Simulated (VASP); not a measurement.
# HgSe (F-43m) in VASP: a series of runs

The runs below take HgSe through single point, with r2SCAN.

Everything below comes from runs of VASP 6.6.1. Logs are shortened: lines on timing, memory, paths and dates and some standing lists are left out, and cuts for length are marked.

**1. The crystal as given**

It takes space group F-43m (No. 216, cubic). The conventional cell has a = 6.183 Å, b = 6.183 Å, c = 6.183 Å, α = 90.00°, β = 90.00°, γ = 90.00°. Hg (site symmetry -43m) has 4 Se at 2.68 Å as nearest neighbours. Around Se (site symmetry -43m) lie 4 Hg at 2.68 Å.

**2. Single point, r2SCAN**

POSCAR reads:

```
HgSe
1.0
    0.0000000000      3.0913387891      3.0913387891
    3.0913387891      0.0000000000      3.0913387891
    3.0913387891      3.0913387891      0.0000000000
Hg Se
1 1
Direct
    0.0000000000      0.0000000000      0.0000000000
    0.7500000000      0.7500000000      0.7500000000
```

INCAR.step1 reads:

```
PREC = Accurate
ENCUT = 520
ISMEAR = 0
SIGMA = 0.15
LREAL = F
LASPH = T
NELM = 100
NBANDS = 16
GGA = PE
ALGO = Normal
EDIFF = 1E-4
LWAVE = T
LCHARG = F
```

INCAR.step2 reads:

```
PREC = Accurate
ENCUT = 520
EDIFF = 1E-7
ISMEAR = 0
SIGMA = 0.15
LREAL = F
LASPH = T
NELM = 100
ALGO = Normal
ISIF = 2
LWAVE = F
LCHARG = F
METAGGA = R2SCAN
LMIXTAU = T
NBANDS = 16
ISTART = 1
```

KPOINTS reads:

```
regular mesh
0
Gamma
  14 14 14
```

Potentials or basis: VASP PAW PBE potentials, release 64 (Hg, Se).

Started as:

```bash
$ cat potpaw_PBE.64/Hg/POTCAR potpaw_PBE.64/Se/POTCAR > POTCAR
$ cp INCAR.step1 INCAR
$ mpirun -np 1 vasp_std > vasp.out
$ cp INCAR.step2 INCAR
$ mpirun -np 1 vasp_std > vasp.out
```

OUTCAR:

```text
PREC = Accurate
   ENCUT = 520
   EDIFF = 1E-7
   ISMEAR = 0
   LREAL = F
   LASPH = T
   NELM = 100
   ISIF = 2
   METAGGA = R2SCAN
   ISTART = 1

 ion  position               nearest neighbor table
   1  0.000  0.000  0.000-   2 2.68   2 2.68   2 2.68   2 2.68
   2  0.750  0.750  0.750-   1 2.68   1 2.68   1 2.68   1 2.68

  LATTYP: Found a face centered cubic cell.
 ALAT       =     6.1826775782

  Lattice vectors:

 A1 = (   0.0000000000,   3.0913387891,   3.0913387891)
 A2 = (   3.0913387891,   0.0000000000,   3.0913387891)
 A3 = (   3.0913387891,   3.0913387891,   0.0000000000)

Analysis of symmetry for initial positions (statically):
=====================================================================
 Subroutine PRICEL returns:
 Original cell was already a primitive cell.

 Routine SETGRP: Setting up the symmetry group for a
 face centered cubic supercell.

 Subroutine GETGRP returns: Found 24 space group operations
 (whereof 24 operations were pure point group operations)
 out of a pool of 48 trial point group operations.

The static configuration has the point symmetry T_d .

Analysis of symmetry for dynamics (positions and initial velocities):
=====================================================================
 Subroutine PRICEL returns:
 Original cell was already a primitive cell.

 Routine SETGRP: Setting up the symmetry group for a
 face centered cubic supercell.

 Subroutine GETGRP returns: Found 24 space group operations
 (whereof 24 operations were pure point group operations)
 out of a pool of 48 trial point group operations.

The dynamic configuration has the point symmetry T_d .

 Subroutine INISYM returns: Found 24 space group operations
 (whereof 24 operations are pure point group operations),
 and found     1 'primitive' translations

----------------------------------------------------------------------------------------

                                     Primitive cell

  volume of cell :      59.0840

  direct lattice vectors                    reciprocal lattice vectors
     0.000000000  3.091338789  3.091338789    -0.161742220  0.161742220  0.161742220
     3.091338789  0.000000000  3.091338789     0.161742220 -0.161742220  0.161742220
     3.091338789  3.091338789  0.000000000     0.161742220  0.161742220 -0.161742220

  length of vectors
     4.371813241  4.371813241  4.371813241     0.280145744  0.280145744  0.280145744

  position of ions in fractional coordinates (direct lattice)
     0.000000000  0.000000000  0.000000000
     0.750000000  0.750000000  0.750000000

  ion indices of the primitive-cell ions
   primitive index   ion index
                 1           1
                 2           2

----------------------------------------------------------------------------------------

 KPOINTS: regular mesh

Automatic generation of k-mesh.
 Grid dimensions read from file:
 generate k-points for:   14   14   14

 Generating k-lattice:

  Cartesian coordinates                     Fractional coordinates (reciprocal lattice)
    -0.011553016  0.011553016  0.011553016     0.071428571  0.000000000  0.000000000
     0.011553016 -0.011553016  0.011553016     0.000000000  0.071428571  0.000000000
     0.011553016  0.011553016 -0.011553016     0.000000000  0.000000000  0.071428571

  Length of vectors
     0.020010410  0.020010410  0.020010410

  Shift w.r.t. Gamma in fractional coordinates (k-lattice)
     0.000000000  0.000000000  0.000000000

 Subroutine IBZKPT returns following result:
 ===========================================

 Found    104 irreducible k-points:

 Following reciprocal coordinates:
            Coordinates               Weight
  0.000000  0.000000  0.000000      1.000000
  0.071429  0.000000  0.000000      8.000000
  0.142857  0.000000  0.000000      8.000000
  0.214286  0.000000  0.000000      8.000000
  0.285714  0.000000  0.000000      8.000000
  0.357143  0.000000  0.000000      8.000000
[... 16 lines left out ...]
  0.214286  0.142857  0.000000     24.000000
  0.285714  0.142857  0.000000     24.000000
 [... further k-points ...]
   k-points           NKPTS =    104   k-points in BZ     NKDIM =    104   number of bands    NBANDS=     16
   number of dos      NEDOS =    301   number of ions     NIONS =      2
   total plane-waves  NPLWV =  46656
   dimension x,y,z NGX =    36 NGY =   36 NGZ =   36
   dimension x,y,z NGXF=    72 NGYF=   72 NGZF=   72
   ions per type =               1   1
   NGX,Y,Z   is equivalent  to a cutoff of  13.69, 13.69, 13.69 a.u.
   NGXF,Y,Z  is equivalent  to a cutoff of  27.38, 27.38, 27.38 a.u.
 SYSTEM =  unknown system
   PREC   = accura    normal or accurate (medium, high low for compatibility)
   ISTART =      1    job   : 0-new  1-cont  2-samecut
   ICHARG =      0    charge: 1-file 2-atom 10-const
   ISPIN  =      1    spin polarized calculation?
   LNONCOLLINEAR =      F non collinear calculations
   LSORBIT =      F    spin-orbit coupling
   LASPH  =      T    aspherical Exc in radial PAW
   ENCUT  =  520.0 eV  38.22 Ry    6.18 a.u.   8.13  8.13  8.13*2*pi/ulx,y,z
   NELM   =    100;   NELMIN=  2; NELMDL=  0     # of ELM steps
   EDIFF  = 0.1E-06   stopping-criterion for ELM
   LREAL  =      F    real-space projection
   EDIFFG = 0.1E-05   stopping-criterion for IOM
   NSW    =      0    number of steps for IOM
   IBRION =     -1    ionic relax: 0-MD 1-quasi-New 2-CG
   NFREE  =      0    steps in history (QN), initial steepest desc. (CG)
   ISIF   =      2    stress and relaxation
   ISYM   =      2    0-nonsym 1-usesym 2-fastsym
   POTIM  = 0.5000    time-step for ionic-motion
   TEBEG  =    0.0;   TEEND  =   0.0 temperature during run
   PSTRESS=    0.0 pullay stress
   NELECT =      18.0000    total number of electrons
   NUPDOWN=      -1.0000    fix difference up-down
   EMIN   =  10.00;   EMAX   =-10.00  energy-range for DOS
   EFERMI =   0.00;   METHOD = LEGACY
   ISMEAR =     0;   SIGMA  =   0.15  broadening in eV -4-tet -1-fermi 0-gaus
   EFERMI_NEDOS =   21; number of points for ismear=-14 and -15
   IALGO  =     38    algorithm
   IMIX   =      4    mixing-type and parameters
     AMIX     =   0.40;   BMIX     =  1.00
     AMIX_MAG =   1.60;   BMIX_MAG =  1.00
  volume/ion in A,a.u.               =      29.54       199.36
  Fermi-wavevector in a.u.,A,eV,Ry     =   1.101562  2.081651 16.509847  1.213440
  Thomas-Fermi vector in A             =   2.237991
   LORBIT       =      0    0 simple, 1 ext, 2 COOP (PROOUT), +10 PAW based schemes
   METAGGA = R2SCAN    functional components
   LHFCALC =     F    Hartree Fock is set to
   AEXX    =    0.0000 exact exchange contribution
   IVDW    =     0    specifies the selected vdW correction
   LEPSILON=     F    determine dielectric tensor
   LRPA    =     F    only Hartree local field effects (RPA)
 non-spin polarized calculation
 Gauss-broadening in eV      SIGMA  =   0.15
  energy-cutoff  :      520.00
  volume of cell :       59.08
 maximum number of plane-waves:      1639
 NGX is ok and might be reduce to    36
   NGX = 17   NGY = 17   NGZ = 17

 number of electron      18.0000001 magnetization

 Free energy of the ion-electron system (eV)
  ---------------------------------------------------
  ext. energy  EPLUGINS =         0.00000000
  ---------------------------------------------------
  free energy    TOTEN  =       -64.14995752 eV

  energy without entropy =      -64.14974650  energy(sigma->0) =      -64.14985201

 E-fermi :   1.1405     XC(G=0):  -9.4081

 val. band max:        0.9942179661   @ k =   0.0000   0.0000   0.0000
 cond. band min:       1.3800498553   @ k =   0.0714   0.0000   0.0000
 fundamental gap:      0.3858318892
 Fermi energy:         1.1405431103

 k-point     1 :       0.0000    0.0000    0.0000
  band No.  band energies     occupation
      1     -12.6071      2.00000
      2      -6.1346      2.00000
      3      -6.1346      2.00000
      4      -6.1346      2.00000
      5      -5.4262      2.00000
      6      -5.4262      2.00000
[... 8 lines left out ...]
     15      12.7961      0.00000
     16      12.7961      0.00000

 k-point     2 :       0.0714    0.0000    0.0000
  band No.  band energies     occupation
      1     -12.5864      2.00000
      2      -6.1247      2.00000
      3      -6.1247      2.00000
      4      -6.1240      2.00000
      5      -5.4269      2.00000
      6      -5.4269      2.00000
[... 8 lines left out ...]
     15      12.3147      0.00000
     16      12.3147      0.00000

 k-point     3 :       0.1429    0.0000    0.0000
  band No.  band energies     occupation
      1     -12.5280      2.00000
      2      -6.0976      2.00000
      3      -6.0976      2.00000
      4      -6.0866      2.00000
      5      -5.4280      2.00000
      6      -5.4280      2.00000
[... 8 lines left out ...]
     15      11.8263      0.00000
     16      11.8263      0.00000

 k-point     4 :       0.2143    0.0000    0.0000
  band No.  band energies     occupation
      1     -12.4421      2.00000
      2      -6.0604      2.00000
      3      -6.0604      2.00000
      4      -6.0063      2.00000
      5      -5.4260      2.00000
      6      -5.4260      2.00000
[... 8 lines left out ...]
     15      11.6102      0.00000
     16      11.6102      0.00000

 k-point     5 :       0.2857    0.0000    0.0000
  band No.  band energies     occupation
      1     -12.3446      2.00000
      2      -6.0226      2.00000
      3      -6.0226      2.00000
      4      -5.8623      2.00000
      5      -5.4178      2.00000
      6      -5.4178      2.00000
[... 8 lines left out ...]
     15      11.7414      0.00000
     16      11.7414      0.00000

 k-point     6 :       0.3571    0.0000    0.0000
  band No.  band energies     occupation
      1     -12.2547      2.00000
      2      -5.9928      2.00000
      3      -5.9928      2.00000
      4      -5.6369      2.00000
      5      -5.4038      2.00000
      6      -5.4038      2.00000
[... 8 lines left out ...]
     15      12.2131      0.00000
     16      12.2131      0.00000

 k-point     7 :       0.4286    0.0000    0.0000
  band No.  band energies     occupation
      1     -12.1913      2.00000
      2      -5.9749      2.00000
      3      -5.9749      2.00000
      4      -5.3899      2.00000
      5      -5.3899      2.00000
      6      -5.3386      2.00000
[... 8 lines left out ...]
     15      12.8961      0.00000
     16      12.8961      0.00000

 k-point     8 :       0.5000    0.0000    0.0000
  band No.  band energies     occupation
      1     -12.1685      2.00000
      2      -5.9691      2.00000
      3      -5.9691      2.00000
      4      -5.3840      2.00000
      5      -5.3840      2.00000
      6      -5.1304      2.00000
[... 8 lines left out ...]
     15      13.3459      0.00000
     16      13.3459      0.00000

 k-point     9 :       0.0714    0.0714    0.0000
  band No.  band energies     occupation
      1     -12.5795      2.00000
      2      -6.1319      2.00000
      3      -6.1156      2.00000
      4      -6.1156      2.00000
      5      -5.4334      2.00000
      6      -5.4212      2.00000
[... 8 lines left out ...]
     15      11.7044      0.00000
     16      12.8170      0.00000
[... 172 lines left out ...]
 k-point    19 :      -0.2143    0.0714    0.0000
  band No.  band energies     occupation
      1     -12.3957      2.00000
      2      -6.0472      2.00000
      3      -6.0304      2.00000
      4      -5.9566      2.00000
      5      -5.4398      2.00000
      6      -5.4076      2.00000
[... 8 lines left out ...]
     15      11.2309      0.00000
     16      12.1507      0.00000

 k-point    20 :      -0.1429    0.0714    0.0000
  band No.  band energies     occupation
      1     -12.4856      2.00000
      2      -6.0853      2.00000
      3      -6.0738      2.00000
      4      -6.0508      2.00000
      5      -5.4397      2.00000
      6      -5.4163      2.00000
[... 8 lines left out ...]
     15      11.3386      0.00000
     16      11.8641      0.00000

 k-point    21 :      -0.0714    0.0714    0.0000
  band No.  band energies     occupation
      1     -12.5532      2.00000
      2      -6.1136      2.00000
      3      -6.1110      2.00000
      4      -6.0980      2.00000
      5      -5.4340      2.00000
      6      -5.4218      2.00000
[... 8 lines left out ...]
     15      11.6996      0.00000
     16      12.0160      0.00000

 k-point    22 :       0.1429    0.1429    0.0000
  band No.  band energies     occupation
      1     -12.5016      2.00000
      2      -6.1193      2.00000
      3      -6.0607      2.00000
      4      -6.0607      2.00000
      5      -5.4519      2.00000
      6      -5.4072      2.00000
[... 8 lines left out ...]
     15      11.5949      0.00000
     16      12.8783      0.00000

 k-point    23 :       0.2143    0.1429    0.0000
  band No.  band energies     occupation
      1     -12.4374      2.00000
      2      -6.0952      2.00000
      3      -6.0203      2.00000
      4      -6.0128      2.00000
      5      -5.4593      2.00000
      6      -5.3985      2.00000
[... 8 lines left out ...]
     15      12.2865      0.00000
     16      12.7277      0.00000

 k-point    24 :       0.2857    0.1429    0.0000
  band No.  band energies     occupation
      1     -12.3525      2.00000
      2      -6.0502      2.00000
      3      -5.9773      2.00000
      4      -5.9288      2.00000
      5      -5.4551      2.00000
      6      -5.3893      2.00000
[... 8 lines left out ...]
     15      12.4733      0.00000
     16      12.6637      0.00000

 [... further k-points ...]
[... 5 lines left out ...]
  --------------------------------------------------------------------------------------
  -------------------------------------------------------------------------------------
  Total        0.0829081      0.0829081      0.0829081     -0.0000000      0.0000000     -0.0000000
  in kB        2.2482147      2.2482147      2.2482147     -0.0000000      0.0000000     -0.0000000
  external PRESSURE =       2.2482147 kB  Pullay stress =       0.0000000 kB

 VOLUME and BASIS-vectors are now :
 -----------------------------------------------------------------------------
  energy-cutoff  :      520.00
  volume of cell :       59.08
      direct lattice vectors                 reciprocal lattice vectors
     0.000000000  3.091338789  3.091338789    -0.161742220  0.161742220  0.161742220
     3.091338789  0.000000000  3.091338789     0.161742220 -0.161742220  0.161742220
     3.091338789  3.091338789  0.000000000     0.161742220  0.161742220 -0.161742220

 POSITION                                       TOTAL-FORCE (eV/Angst)
 -----------------------------------------------------------------------------------
      0.00000      0.00000      0.00000         0.000000      0.000000      0.000000
      4.63701      4.63701      4.63701        -0.000000     -0.000000     -0.000000
 -----------------------------------------------------------------------------------
    total drift:                               -0.000000     -0.000000     -0.000000

  FREE ENERGIE OF THE ION-ELECTRON SYSTEM (eV)
  ---------------------------------------------------
  free  energy   TOTEN  =       -64.1499575164 eV

  energy  without entropy=      -64.1497465003  energy(sigma->0) =      -64.14985201
```

It took 5.4 min on 1 thread of Intel Xeon Platinum 8259CL at 2.50GHz (Skylake/Cascade Lake), shared host; peak memory 0.29 GiB.

What came out:

| Item | Value |
| --- | --- |
| Free energy | -64.1500 eV |
| Pressure | 0.2 GPa |
| Band gap on the k mesh | none (metal or under the smearing width) |

Levels at points of the mesh, in eV from the Fermi level:
| k point | band 6 | band 7 | band 8 | band 9 | band 10 | band 11 | band 12 | band 13 |
| --- | --- | --- | --- | --- | --- | --- | --- | --- |
| (0.00, 0.00, 0.00) | -6.57 | -0.85 | -0.15 | -0.15 | -0.15 | 5.85 | 5.85 | 5.85 |
| (0.50, 0.00, 0.00) | -6.27 | -5.43 | -1.05 | -1.05 | 1.25 | 6.56 | 6.56 | 7.12 |
| (0.50, 0.50, 0.00) | -6.22 | -5.09 | -2.30 | -2.30 | 2.83 | 3.26 | 8.64 | 10.10 |

Caveat: the PAW data sets were made with another functional, which shifts forces and pressure a little. The run has no spin-orbit coupling, so splittings on Hg are missing.

**3. Single point, r2SCAN**

POSCAR is that of step 2.

INCAR.step1 reads:

```
PREC = Accurate
ENCUT = 520
ISMEAR = 0
SIGMA = 0.15
LREAL = False
LASPH = True
NELM = 100
NBANDS = 16
GGA = PE
ALGO = Normal
EDIFF = 1E-4
LWAVE = True
LCHARG = False
```

INCAR.step2 reads:

```
PREC = Accurate
ENCUT = 520
EDIFF = 1E-7
ISMEAR = 0
SIGMA = 0.15
LREAL = False
LASPH = True
NELM = 100
ALGO = Normal
ISIF = 2
LWAVE = False
LCHARG = False
METAGGA = R2SCAN
LMIXTAU = True
NBANDS = 16
ISTART = 1
```

KPOINTS reads:

```
Automatic mesh
0
Gamma
  12 12 12
```

Potentials or basis: VASP PAW PBE potentials, release 64 (Hg, Se).

Started as:

```bash
$ cat potpaw_PBE.64/Hg/POTCAR potpaw_PBE.64/Se/POTCAR > POTCAR
$ cp INCAR.step1 INCAR
$ mpirun -np 1 vasp_std > vasp.out
$ cp INCAR.step2 INCAR
$ mpirun -np 1 vasp_std > vasp.out
```

Wall time 3.8 min (1 thread of Intel Xeon Platinum 8259CL at 2.50GHz (Skylake/Cascade Lake), shared host); peak memory 0.26 GiB.

The run converged. Its results:

```yaml
Free_energy: -64.1499 eV
Pressure: 0.2 GPa
Band_gap_on_the_k_mesh: none (metal or under the smearing width)
```

Levels at points of the mesh, in eV from the Fermi level:
```tsv
k point	band 6	band 7	band 8	band 9	band 10	band 11	band 12	band 13
(0.00, 0.00, 0.00)	-6.55	-0.83	-0.13	-0.13	-0.13	5.86	5.86	5.86
(0.50, 0.00, 0.00)	-6.26	-5.41	-1.04	-1.04	1.26	6.57	6.57	7.13
(0.50, 0.50, 0.00)	-6.21	-5.07	-2.29	-2.29	2.84	3.27	8.65	10.11
```

Caveat: the PAW data sets were made with another functional, which shifts forces and pressure a little.

(Continued in part 2 of 2.)
